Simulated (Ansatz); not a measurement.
# The graphene bilayer (AB) under a gate

How does the graphene bilayer (AB) take up charge from its gate?

Calculated with Ansatz 0.2.0; plane-wave DFT, PBE-D3(BJ), Ansatz PAW.

Most raw output is cut from this account.

## (1) The structure

The cell holds 4 atoms: 4 C. Its edges and angles: a = 2.467 Å, b = 2.467 Å, c = 37.750 Å, α = 90.0°, β = 90.0°, γ = 120.0°. Regions: layer 1: graphene, 2 atoms (2 C); layer 2: graphene, 2 atoms (2 C). Vacuum lies along c.

## (2) Relaxation

The starting cell is a guess, so the in-plane lattice and the atoms are relaxed first, with the slab cut off from its images along the normal.

File input.yaml:

```yaml
crystal:
  lattice:
    - [2.467, 0.0, 0.0]
    - [-1.2335, 2.1364846711, 0.0]
    - [0.0, 0.0, 37.750000002]
  atoms:
    - { symbol: C, position: [0.6666666667, 0.3333333333, 0.455629139] }
    - { symbol: C, position: [0.3333333333, 0.6666666667, 0.455629139] }
    - { symbol: C, position: [0.0, 0.0, 0.544370861] }
    - { symbol: C, position: [0.6666666667, 0.3333333333, 0.544370861] }
  periodic: [true, true, false]
kpoints:
  mp_grid: { grid: [18, 18, 1] }
hamiltonian:
  xc: pbe
  dispersion: d3bj
scf:
  occupations: { method: fermi_dirac, width: 0.05 }
  convergence: { dr2_threshold: 1.0e-09 }
relax:
  f_tol: 0.004
  max_steps: 90
  cell: {}
output:
  write_potential: true
  write_density: true
  volumetric_format: npy
```

Started as:

```bash
> ansatz run input.yaml --threads 4 --pin off --max-ram 16384MiB --backend cpu --events-out ev --progress --plain --runs-dir out
```

Elapsed: 13 s, on 4 threads of Arm Neoverse N1, shared host; peak memory 0.49 GiB; 49 s of CPU time.

Relaxation path:

```tsv
step	energy less that of the first step (eV)	largest force component (eV/Å)	volume (Å³)
1	0.0000	0.0175	198.97
2	0.0010	0.0195	198.78
3	-0.0006	0.0033	198.74
4	-0.0007	0.0005	198.71
5*	-0.0005	0.0005	198.71
```

Relaxation steps marked * repeat the geometry before them on a plane-wave basis chosen anew for their cell, so energy and pressure can jump there. Relaxation step 2 was tried and not accepted.

The run keeps the 12 symmetry operations that it works with, so distortions that break them were not tested.

```tsv
cell as run	before	after	change
a (Å)	2.467	2.465	-0.1 %
b (Å)	2.467	2.465	-0.1 %
```

The atoms that moved most (Å, along periodic axes as changes of fractional coordinates times the final cell, across vacuum about the mean position):

```tsv
atom	dx	dy	dz	length
C2	0.000	0.000	-0.026	0.026
C3	0.000	0.000	0.026	0.026
C1	0.000	0.000	-0.026	0.026
C4	0.000	0.000	0.026	0.026
```

The relaxed structure:

```xyz
4
Lattice="2.4654 0.0000 0.0000 -1.2327 2.1351 0.0000 0.0000 0.0000 37.7500" Properties=species:S:1:pos:R:3
C     1.2327    0.7117   17.1741
C     0.0000    1.4234   17.1736
C     0.0000    0.0000   20.5764
C     1.2327    0.7117   20.5759
```

Numbers from this step:

| Property | Result |
| --- | --- |
| energy at zero smearing | -1004.2209 eV |

The lattice constant a goes from 2.467 to 2.465 Å.

## (3) Gated layer, added electrons 0, start network

The slab is cut off from its images along the normal. A charged sheet stands for each gate, the layer takes the opposite charge, and a barrier ahead of the sheet keeps electrons from leaking to it. The uncharged case sets the zero; a dense mesh is needed because few carriers fill a small part of the zone.

The cell differs from the one that the last finished run ended in (c 37.750 → 36.803 Å).

File input.yaml:

```yaml
crystal:
  lattice:
    - [2.4653622414, 0.0, 0.0]
    - [-1.2326811207, 2.1350663306, 0.0]
    - [0.0, 0.0, 36.8027371225]
  atoms:
    - { symbol: C, position: [0.6666666667, 0.3333333333, 0.4537840015] }
    - { symbol: C, position: [0.3333333333, 0.6666666667, 0.4537705971] }
    - { symbol: C, position: [0.0, 0.0, 0.5462294029] }
    - { symbol: C, position: [0.6666666667, 0.3333333333, 0.5462159985] }
  periodic: [true, true, false]
  symmetry: { detect: true }
kpoints:
  mp_grid: { grid: [114, 114, 1] }
  band_path:
    path: [[0, 0, 0], [0.5, 0, 0], [0.33333333, 0.33333333, 0], [0, 0, 0]]
    npoints: 16
hamiltonian:
  xc: pbe
  dispersion: d3bj
scf:
  occupations: { method: fermi_dirac, width: 0.02585 }
  convergence: { dr2_threshold: 1.0e-10 }
output:
  forces: true
  eigenvalues: true
  dos: { projected: true, e_range: [-3, 3], de: 0.01 }
  write_potential: true
  write_density: true
  volumetric_format: npy
  elf: true
external_charges:
  - { charge: 0, barrier: 10, axis: 3, height: 23.603, sigma: 0.25 }
```

Wall time 3 min (4 threads); peak memory 2.7 GiB; 12 min of CPU time.

This step gave:

```yaml
potential_beyond_the_upper_barrier_and_gate_less_the_barrier_from_the_fermi_level: 4.261 eV
```

Running mean over a fixed 2.5 Å (it still follows the layers) of the planar mean; beyond a gate it holds the 10 eV model barrier. The electron's electrostatic potential energy less the Fermi level by z:

```tsv
z (Å)	electron's electrostatic potential energy less the Fermi level (eV)
4	4.27
5	4.27
6	4.27
7	4.27
8	4.27
9	4.27
10	4.27
11	4.27
12	4.27
13	4.27
14	4.21
15	2.39
16	-7.66
17	-8.65
18	-2.22
19	-4.50
20	-8.77
21	-6.36
22	3.35
23	6.83
24	10.8
25	14.1
26	14.3
27	14.3
28	14.3
29	14.3
30	14.3
31	14.3
32	14.3
33	14.3
```

The density of states has structure finer than the step of the table below, so its rows give means over 0.1 eV, whole bins alone (the curve runs from -3 to 1.99 eV). Peaks (eV: height): -2.55: 1.13, -2.22: 1.22, 1.54: 1.47, 1.87: 1.27.

The density of states by energy, zero at the Fermi level; means over each step:

energy (eV), density of states (states/eV a cell) and a bar:
```
     -2.9       0.74 ####################
     -2.8       0.77 #####################
     -2.7       0.82 #######################
     -2.6       0.94 ##########################
     -2.5       0.98 ###########################
     -2.4       0.87 ########################
     -2.3       0.91 #########################
     -2.2       1.04 #############################
     -2.1       0.80 ######################
     -2.0       0.68 ###################
     -1.9       0.60 ################
     -1.8       0.54 ###############
     -1.7       0.48 #############
     -1.6       0.44 ############
     -1.5       0.40 ###########
     -1.4       0.36 ##########
     -1.3       0.33 #########
     -1.2       0.30 ########
     -1.1       0.27 #######
     -1.0       0.24 ######
     -0.9       0.21 ######
     -0.8       0.19 #####
     -0.7       0.16 ####
     -0.6       0.14 ####
     -0.5       0.12 ###
     -0.4       0.09 ##
     -0.3       0.06 #
     -0.2       0.04 #
     -0.1       0.03 
      0.0       0.02 
      0.1       0.03 
      0.2       0.04 #
      0.3       0.05 #
      0.4       0.09 ##
      0.5       0.12 ###
      0.6       0.14 ####
      0.7       0.17 ####
      0.8       0.20 #####
      0.9       0.24 ######
      1.0       0.28 #######
      1.1       0.33 #########
      1.2       0.38 ##########
      1.3       0.46 ############
      1.4       0.58 ################
      1.5       0.94 ##########################
      1.6       1.08 ##############################
      1.7       0.88 ########################
      1.8       0.93 ##########################
      1.9       1.08 ##############################
```

Projected DOS per atom over height of the atomic layer and energy from the Fermi level. Layers: C2 C2 from below.

Ten even steps from '0' (0.006 states/eV) to '9' (0.241 states/eV), each cell a mean:
```
99
99
66
33
22
11
11
00
00
00
00
11
11
22
33
44
55
66
99
99
88
77
```
Columns: height of the atomic layer (Å) from 16.7 to 20.1; rows upwards: energy from the Fermi level (eV) from -2.98 to 1.97.

Electronic bands along the path, in eV, zero at the Fermi level:

```tsv
point	band 5	band 6	band 7	band 8	band 9	band 10	band 11	band 12
Γ	-3.04	-3.04	-3.03	-3.03	3.53	4.33	4.59	5.38
halfway	-6.31	-5.46	-5.06	-5.04	5.51	6.28	6.61	7.11
M	-6.44	-6.41	-2.54	-2.21	1.54	1.87	7.30	7.48
halfway	-8.26	-8.22	-1.94	-1.62	1.40	1.56	9.79	10.04
K	-10.56	-10.56	-0.31	0.00	0.00	0.31	10.58	10.59
halfway	-6.42	-6.41	-5.73	-4.91	6.17	6.26	6.48	6.95
Γ	-3.04	-3.04	-3.03	-3.03	3.53	4.33	4.59	5.38
```

Electrostatic potential energy in the ca plane at fractional y = 0.333, with atoms of C within 0.2 Å of it. With pseudopotentials it is smooth inside the atoms' cores, unlike the true potential.

Ten even steps from '0' (-52 eV) to '9' (10 eV), each cell a mean:
```
88888888888888888887435788887534678888889999
88888888888888888876101678886200578888889999
88888888888888888875000678886100478888889999
88888888888888888876202688887301678888889999
88888888888888888887545788887645778888889999
88888888888888888887656788887666788888889999
88888888888888888887656788887656788888889999
88888888888888888887666788887656788888889999
```
Columns run along c (16.0 Å, from fractional 0.25 to 0.68 of the cell; values clipped at the 3rd and 97th percentile), rows up along a (2.5 Å). Atoms in or near the plane, at fractional coordinates: C at (0.45, 0.67), C at (0.55, 0.67).

ELF in the ca plane at fractional y = 0.333, with atoms of C within 0.2 Å of it. It is the smooth field of the valence electrons, not physical close to the nuclei.

Ten even steps from '0' (0.00) to '9' (0.78), each cell a mean:
```
00000000000000000258999740037999862000000000
00000000000000001368646850047745863100000000
00000000000000001368314750047513774100000000
00000000000000001368767850047867863100000000
00000000000000000258999740037999852000000000
00000000000000000136887620025788641000000000
00000000000000000135676520024676531000000000
00000000000000000136898630026898741000000000
```
Columns run along c (16.0 Å, from fractional 0.25 to 0.68 of the cell), rows up along a (2.5 Å). Atoms in or near the plane, at fractional coordinates: C at (0.45, 0.67), C at (0.55, 0.67).

Valence density in the ca plane at fractional y = 0.333, with atoms of C within 0.2 Å of it. It is the smooth field of the valence electrons, not physical close to the nuclei.

Values in e/Å³, 5 rows by 16 columns, each cell a mean:
```
0.0 0.0 0.0 0.0 0.0 0.0 0.1 1.2 0.6 0.1 0.7 1.2 0.1 0.0 0.0 0.0
0.0 0.0 0.0 0.0 0.0 0.0 0.1 1.4 0.8 0.1 0.8 1.4 0.1 0.0 0.0 0.0
0.0 0.0 0.0 0.0 0.0 0.0 0.1 1.2 0.6 0.1 0.7 1.1 0.1 0.0 0.0 0.0
0.0 0.0 0.0 0.0 0.0 0.0 0.1 0.7 0.4 0.0 0.4 0.7 0.1 0.0 0.0 0.0
0.0 0.0 0.0 0.0 0.0 0.0 0.1 0.7 0.4 0.0 0.4 0.7 0.1 0.0 0.0 0.0
```
Columns run along c (16.0 Å, from fractional 0.25 to 0.68 of the cell), rows up along a (2.5 Å). Atoms in or near the plane, at fractional coordinates: C at (0.45, 0.67), C at (0.55, 0.67).

There is no gap.

## (4) Gated layer, added electrons 1×10¹³ per cm², start atoms

input.yaml, the sections that differ from step 3:

```yaml
total_charge: -0.005264
kpoints:
  mp_grid: { grid: [114, 114, 1] }
output:
  forces: true
  eigenvalues: true
  write_potential: true
  write_density: true
  volumetric_format: npy
external_charges:
  - { charge: 0, barrier: 10, axis: 3, height: 23.603, sigma: 0.25 }
  - { charge: 0.005264, axis: 3, height: 25.103, sigma: 0.5 }
# crystal, hamiltonian, scf: as in step 3
```

Run time: 3.5 min. Hardware: 4 threads; peak memory 2.8 GiB.

Numbers from this step:

```
potential beyond the upper barrier and gate, less the barrier, from the Fermi level : 3.320 eV
```

Against the uncharged case this takes +0.94 V.

## (5) Gated layer, added electrons 3×10¹³ per cm², start atoms

input.yaml: that of step 4 with these lines changed.

```diff
@@ -12,3 +12,3 @@
   symmetry: { detect: true }
-total_charge: -0.005264
+total_charge: -0.015791
 kpoints:
@@ -29,2 +29,2 @@
   - { charge: 0, barrier: 10, axis: 3, height: 23.603, sigma: 0.25 }
-  - { charge: 0.005264, axis: 3, height: 25.103, sigma: 0.5 }
+  - { charge: 0.015791, axis: 3, height: 25.103, sigma: 0.5 }
```

Run time: 3.4 min. Hardware: 4 threads; peak memory 2.8 GiB; 13 min of CPU time.

Against the uncharged case this takes +2.58 V.

## (6) Gated layer, added electrons 6×10¹³ per cm², start atoms

input.yaml: that of step 5 with these lines changed.

```diff
@@ -12,3 +12,3 @@
   symmetry: { detect: true }
-total_charge: -0.015791
+total_charge: -0.031582
 kpoints:
@@ -29,2 +29,2 @@
   - { charge: 0, barrier: 10, axis: 3, height: 23.603, sigma: 0.25 }
-  - { charge: 0.015791, axis: 3, height: 25.103, sigma: 0.5 }
+  - { charge: 0.031582, axis: 3, height: 25.103, sigma: 0.5 }
```

Elapsed: 3.3 min, on 4 threads; peak memory 2.8 GiB; 13 min of CPU time.

Against the uncharged case this takes +4.88 V.

## (7) Gated layer, added electrons 10×10¹³ per cm², start atoms

input.yaml: that of step 6 with these lines changed.

```diff
@@ -12,3 +12,3 @@
   symmetry: { detect: true }
-total_charge: -0.031582
+total_charge: -0.052637
 kpoints:
@@ -29,2 +29,2 @@
   - { charge: 0, barrier: 10, axis: 3, height: 23.603, sigma: 0.25 }
-  - { charge: 0.031582, axis: 3, height: 25.103, sigma: 0.5 }
+  - { charge: 0.052637, axis: 3, height: 25.103, sigma: 0.5 }
```

The job ended after 3.3 min (4 threads; peak memory 2.8 GiB; 13 min of CPU time).

Against the uncharged case this takes +7.84 V.

## (8) Gated layer, added electrons -1×10¹³ per cm², start atoms

input.yaml: that of step 7 with these lines changed.

```diff
@@ -12,3 +12,3 @@
   symmetry: { detect: true }
-total_charge: -0.052637
+total_charge: 0.005264
 kpoints:
@@ -29,2 +29,2 @@
   - { charge: 0, barrier: 10, axis: 3, height: 23.603, sigma: 0.25 }
-  - { charge: 0.052637, axis: 3, height: 25.103, sigma: 0.5 }
+  - { charge: -0.005264, axis: 3, height: 25.103, sigma: 0.5 }
```

Run time: 3.3 min. Hardware: 4 threads; peak memory 2.7 GiB.

Against the uncharged case this takes -0.92 V.

## (9) Gated layer, added electrons -3×10¹³ per cm², start atoms

input.yaml: that of step 8 with these lines changed.

```diff
@@ -12,3 +12,3 @@
   symmetry: { detect: true }
-total_charge: 0.005264
+total_charge: 0.015791
 kpoints:
@@ -29,2 +29,2 @@
   - { charge: 0, barrier: 10, axis: 3, height: 23.603, sigma: 0.25 }
-  - { charge: -0.005264, axis: 3, height: 25.103, sigma: 0.5 }
+  - { charge: -0.015791, axis: 3, height: 25.103, sigma: 0.5 }
```

Wall time 3.3 min (4 threads); peak memory 2.7 GiB.

Against the uncharged case this takes -2.58 V.

## (10) Gated layer, added electrons -6×10¹³ per cm²

input.yaml, the sections that differ from step 9:

```yaml
total_charge: 0.031582
kpoints:
  mp_grid: { grid: [114, 114, 1] }
  band_path:
    path: [[0, 0, 0], [0.5, 0, 0], [0.33333333, 0.33333333, 0], [0, 0, 0]]
    npoints: 16
output:
  forces: true
  eigenvalues: true
  dos: { projected: true, e_range: [-3, 3], de: 0.01 }
  write_potential: true
  write_density: true
  volumetric_format: npy
  elf: true
external_charges:
  - { charge: 0, barrier: 10, axis: 3, height: 23.603, sigma: 0.25 }
  - { charge: -0.031582, axis: 3, height: 25.103, sigma: 0.5 }
# crystal, hamiltonian, scf: as in step 9
```

Run time: 3.7 min. Hardware: 4 threads; peak memory 2.7 GiB; 15 min of CPU time.

Against the uncharged case this takes -4.94 V.

## (11) Gated layer, added electrons -10×10¹³ per cm²

input.yaml: that of step 10 with these lines changed.

```diff
@@ -12,3 +12,3 @@
   symmetry: { detect: true }
-total_charge: 0.031582
+total_charge: 0.052637
 kpoints:
@@ -34,2 +34,2 @@
   - { charge: 0, barrier: 10, axis: 3, height: 23.603, sigma: 0.25 }
-  - { charge: -0.031582, axis: 3, height: 25.103, sigma: 0.5 }
+  - { charge: -0.052637, axis: 3, height: 25.103, sigma: 0.5 }
```

Wall time 3.4 min (4 threads); peak memory 2.7 GiB; 14 min of CPU time.

(Continued in part 2 of 2.)

[Logs are printed without paths, hosts, clocks, repeated set-up lines and the standing remarks that a program may print on its own settings, such as how far it seeks lower states.]

[Hosts, paths, dates, database ids (printed as entryN), source tags and the programs' standing remarks are cut or masked in the printed files.]

[Maps of the electrostatic potential energy from Ansatz leave out the sawtooth potential of an applied field or a dipole correction, so their vacuum need not be flat; planar profiles and work functions include it.]

[The density of states shown here was stored with 400 of the rows of the run's finer table, so its peaks can read low, often by over a quarter, or be missed, and its means over a window can be off by a tenth or more.]
